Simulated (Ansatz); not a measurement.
Input of an Ansatz 0.2.0 run:

File input.yaml:

```yaml
crystal:
  lattice:
    - [2.1542, 1.2437279499, 3.758]
    - [-2.1542, 1.2437279499, 3.758]
    - [0.0, -2.4874558998, 3.758]
  atoms:
    - { symbol: Sb, position: [0.76651, 0.76651, 0.76651] }
    - { symbol: Sb, position: [0.23349, 0.23349, 0.23349] }
kpoints:
  mp_grid: { grid: [8, 8, 8] }
scf:
  occupations: { method: gaussian, width: 0.03 }
hamiltonian:
  xc: pbe
  pseudopotentials: { kind: all_electron, lapw: { basis_error: 0.001 } }
output:
  forces: true
  stress: true
  eigenvalues: true
```

Potentials or basis: all-electron LAPW, scalar-relativistic.

Command:

```console
$ ansatz run input.yaml --threads 1 --pin off --max-ram 3072MiB --backend cpu --events-out ev --progress --plain --runs-dir out
```

Task: What does it give for the largest force?

Result: 0.143 eV/Å.

Task: What does it give for the pressure?

Result: 2.7 GPa.

Task: Predict the band gap on the k mesh.

Result: None (metal or under the smearing width).

Forces in eV/Å, atoms in the order of the input:
```
Sb   0.000  0.000 -0.143
Sb   0.000  0.000  0.143
```

The run has no spin-orbit coupling, so splittings on Sb are missing.
